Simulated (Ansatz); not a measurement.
CaSe:

```
Se Ca
1.0
     0.00000    3.30000    3.30000
     3.30000    0.00000    3.30000
     3.30000    3.30000    0.00000
Se Ca
1 1
Direct
  0.25000 0.25000 0.25000
  0.00000 0.00000 0.00000
```

The cell comes from a database or a generator and needn't be the stable form of this composition.

* Program: Ansatz 0.2.0
* Task: relaxation of cell and atoms
* Functional: BLYP
* Dispersion: D4
* Potentials or basis: Ansatz PAW
* Cutoff: 420 eV (not typed: the program's choice for these potentials)
* k mesh: 7 × 7 × 7
* Occupations: gaussian, width 0.05 eV
* Spin: no spin polarisation

At the start: volume 35.94 Å³/atom.

How do energy, volume and symmetry change on relaxing?

It ends after 4 steps and the volume is 34.54 Å³/atom (-3.9 %); space group F-43m (No. 216, to 0.05 Å).

The path:
```tsv
step	energy change (eV)	largest force (eV/Å)	volume (Å³)
1	0.0000	0.0000	71.87
2	-0.0115	0.0000	68.59
3	-0.0118	0.0000	69.08
4	-0.0117	0.0000	69.08
```

Final structure:
```cif
data_structure
_symmetry_space_group_name_H-M 'P 1'
_symmetry_Int_Tables_number 1
_cell_length_a 4.6057
_cell_length_b 4.6057
_cell_length_c 4.6057
_cell_angle_alpha 60.000
_cell_angle_beta 60.000
_cell_angle_gamma 60.000
_cell_volume 69.08
loop_
_atom_site_label
_atom_site_type_symbol
_atom_site_fract_x
_atom_site_fract_y
_atom_site_fract_z
_atom_site_occupancy
Se1 Se 0.25000 0.25000 0.25000 1
Ca1 Ca 0.00000 0.00000 0.00000 1
```

Caveat: the plane-wave basis is chosen anew once the cell has moved, so the energies of steps on either side of that aren't comparable; the PAW data sets come from PBE, with cores solved anew for the run's functional, which leaves a small shift of forces and pressure.
